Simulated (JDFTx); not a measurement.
Input of a JDFTx 1.7.0 (patched build) run:

File bands.in:

```
include WS2.lattice
coords-type Lattice
include WS2.ionpos

ion-species pseudo/W.upf
ion-species pseudo/S.upf
elec-cutoff 37 296
elec-ex-corr gga-PBE
elec-smearing Fermi 0.0018374661
elec-n-bands 19
electronic-minimize nIterations 30 energyDiffThreshold 1e-06
davidson-band-ratio 1.3
forces-output-coords Cartesian
include path.kpoints
symmetries none
fix-electron-density run.$VAR

dump-name bands.$VAR
dump End Ecomponents EigStats BandEigs Kpoints Forces
```

WS2.lattice

```
lattice \
    6.0159740246    -3.0079870123     0.0000000000 \
    0.0000000000     5.2099863337     0.0000000000 \
    0.0000000000     0.0000000000    32.0319498662
```

WS2.ionpos

```
ion W      0.0000000000     0.0000000000     0.0000000000 1
ion S      0.3333333333     0.6666666667     0.0920005100 1
ion S      0.3333333333     0.6666666667     0.9079994900 1
```

File path.kpoints:

```
kpoint +0.0000000000 +0.0000000000 +0.0000000000 0.020000000000
kpoint +0.0714285714 +0.0000000000 +0.0000000000 0.020000000000
kpoint +0.1428571429 +0.0000000000 +0.0000000000 0.020000000000
kpoint +0.2142857143 +0.0000000000 +0.0000000000 0.020000000000
kpoint +0.2857142857 +0.0000000000 +0.0000000000 0.020000000000
kpoint +0.3571428571 +0.0000000000 +0.0000000000 0.020000000000
kpoint +0.4285714286 +0.0000000000 +0.0000000000 0.020000000000
kpoint +0.5000000000 +0.0000000000 +0.0000000000 0.020000000000
kpoint +0.4583333333 +0.0833333333 +0.0000000000 0.020000000000
kpoint +0.4166666667 +0.1666666667 +0.0000000000 0.020000000000
kpoint +0.3750000000 +0.2500000000 +0.0000000000 0.020000000000
kpoint +0.3333333333 +0.3333333333 +0.0000000000 0.020000000000
kpoint +0.2962962963 +0.2962962963 +0.0000000000 0.020000000000
kpoint +0.2592592593 +0.2592592593 +0.0000000000 0.020000000000
kpoint +0.2222222222 +0.2222222222 +0.0000000000 0.020000000000
kpoint +0.1851851852 +0.1851851852 +0.0000000000 0.020000000000
kpoint +0.1481481481 +0.1481481481 +0.0000000000 0.020000000000
kpoint +0.1111111111 +0.1111111111 +0.0000000000 0.020000000000
kpoint +0.0740740741 +0.0740740741 +0.0000000000 0.020000000000
kpoint +0.0370370370 +0.0370370370 +0.0000000000 0.020000000000
kpoint +0.0000000000 +0.0000000000 +0.0000000000 0.020000000000
kpoint +0.0000000000 +0.0000000000 +0.5000000000 0.020000000000
kpoint +0.0625000000 +0.0000000000 +0.5000000000 0.020000000000
kpoint +0.1250000000 +0.0000000000 +0.5000000000 0.020000000000
kpoint +0.1875000000 +0.0000000000 +0.5000000000 0.020000000000
kpoint +0.2500000000 +0.0000000000 +0.5000000000 0.020000000000
kpoint +0.3125000000 +0.0000000000 +0.5000000000 0.020000000000
kpoint +0.3750000000 +0.0000000000 +0.5000000000 0.020000000000
kpoint +0.4375000000 +0.0000000000 +0.5000000000 0.020000000000
kpoint +0.5000000000 +0.0000000000 +0.5000000000 0.020000000000
kpoint +0.4666666667 +0.0666666667 +0.5000000000 0.020000000000
kpoint +0.4333333333 +0.1333333333 +0.5000000000 0.020000000000
kpoint +0.4000000000 +0.2000000000 +0.5000000000 0.020000000000
kpoint +0.3666666667 +0.2666666667 +0.5000000000 0.020000000000
kpoint +0.3333333333 +0.3333333333 +0.5000000000 0.020000000000
kpoint +0.3030303030 +0.3030303030 +0.5000000000 0.020000000000
kpoint +0.2727272727 +0.2727272727 +0.5000000000 0.020000000000
kpoint +0.2424242424 +0.2424242424 +0.5000000000 0.020000000000
kpoint +0.2121212121 +0.2121212121 +0.5000000000 0.020000000000
kpoint +0.1818181818 +0.1818181818 +0.5000000000 0.020000000000
kpoint +0.1515151515 +0.1515151515 +0.5000000000 0.020000000000
kpoint +0.1212121212 +0.1212121212 +0.5000000000 0.020000000000
kpoint +0.0909090909 +0.0909090909 +0.5000000000 0.020000000000
kpoint +0.0606060606 +0.0606060606 +0.5000000000 0.020000000000
kpoint +0.0303030303 +0.0303030303 +0.5000000000 0.020000000000
kpoint +0.0000000000 +0.0000000000 +0.5000000000 0.020000000000
kpoint +0.5000000000 +0.0000000000 +0.5000000000 0.020000000000
kpoint +0.5000000000 +0.0000000000 +0.0000000000 0.020000000000
kpoint +0.3333333333 +0.3333333333 +0.0000000000 0.020000000000
kpoint +0.3333333333 +0.3333333333 +0.5000000000 0.020000000000
```

Potentials or basis: PseudoDojo-SR-PBE-0.5-standard.

Run with:

```console
$ jdftx -c 1 -i bands.in -o bands.out
```

Predict the band gap along the path.

1.79 eV, indirect (least direct gap 1.79 eV).

Levels at the corners of the path, in eV from the valence-band top:
| point | band 10 | band 11 | band 12 | band 13 | band 14 | band 15 | band 16 | band 17 |
| --- | --- | --- | --- | --- | --- | --- | --- | --- |
| Γ | -2.08 | -1.66 | -1.66 | 0.00 | 2.89 | 2.89 | 3.07 | 3.07 |
| M | -3.45 | -2.10 | -1.30 | -0.92 | 2.84 | 3.31 | 4.07 | 4.76 |
| K | -3.90 | -3.24 | -2.35 | -0.01 | 1.79 | 3.39 | 4.07 | 5.56 |
| Γ | -2.08 | -1.66 | -1.66 | 0.00 | 2.89 | 2.89 | 3.07 | 3.07 |
| A | -2.08 | -1.66 | -1.66 | 0.00 | 2.89 | 2.89 | 3.07 | 3.07 |
| L | -3.45 | -2.10 | -1.30 | -0.92 | 2.84 | 3.31 | 4.07 | 4.76 |
| H | -3.90 | -3.24 | -2.35 | -0.01 | 1.79 | 3.39 | 4.07 | 5.56 |
| A | -2.08 | -1.66 | -1.66 | 0.00 | 2.89 | 2.89 | 3.07 | 3.07 |
| L | -3.45 | -2.10 | -1.30 | -0.92 | 2.84 | 3.31 | 4.07 | 4.76 |
| M | -3.45 | -2.10 | -1.30 | -0.92 | 2.84 | 3.31 | 4.07 | 4.76 |
| K | -3.90 | -3.24 | -2.35 | -0.01 | 1.79 | 3.39 | 4.07 | 5.56 |
| H | -3.90 | -3.24 | -2.35 | -0.01 | 1.79 | 3.39 | 4.07 | 5.56 |

Caveat: spin-orbit coupling is left out, which moves the levels of the heavy elements.
